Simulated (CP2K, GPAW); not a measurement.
Li: programs and potentials compared

```xyz
1
Lattice="3.0391 0.0000 0.0000 -1.0130 2.8653 0.0000 -1.0130 -1.4327 2.4814" Properties=species:S:1:pos:R:3 pbc="T T T"
Li    0.0000    0.0000    0.0000
```

Alike in all runs: task single point; functional PBE; k mesh 11 × 11 × 11; occupations fermi-dirac, width 0.05 eV; no spin polarisation; no spin-orbit coupling. Pressure is positive in compression and, in plane waves, holds the error of the finite cutoff.

```tsv
program and potentials	plane-wave cutoff (eV)	notes	pressure (GPa)
GPAW, GPAW PAW data sets (gpaw-data 1.2.1)	800	1 valence electrons an atom on average	-0.80
CP2K, POTENTIAL_UZH Li GTH-SCAN-q3; DZVP-MOLOPT-SR-GTH basis	-	atomic basis; 3 valence electrons an atom on average	-0.41
CP2K, GTH_POTENTIALS Li GTH-BLYP-q3; DZVP-MOLOPT-SR-GTH basis	-	atomic basis; 3 valence electrons an atom on average	-0.41
CP2K, GTH_POTENTIALS Li GTH-PBE-q3; DZVP-MOLOPT-SR-GTH basis	-	atomic basis; 3 valence electrons an atom on average	-0.39
CP2K, POTENTIAL_UZH Li GTH-PBE0-q3; DZVP-MOLOPT-SR-GTH basis	-	atomic basis; 3 valence electrons an atom on average	-0.38
CP2K, GTH_POTENTIALS Li GTH-PADE-q3; DZVP-MOLOPT-SR-GTH basis	-	atomic basis; potentials made for LDA; 3 valence electrons an atom on average	-0.37
```

The pressure spans -0.80 (GPAW, GPAW PAW data sets (gpaw-data 1.2.1)) to -0.37 GPa (CP2K, GTH_POTENTIALS Li GTH-PADE-q3; DZVP-MOLOPT-SR-GTH basis). Some sets were made for another functional than the one run, which can shift their rows. Rows in atomic bases carry the error of their basis and grid, which can be large.

The functional is the same throughout but for its coding, so the spread measures potentials, basis and numerics; runs on potential files found faulty are left out.
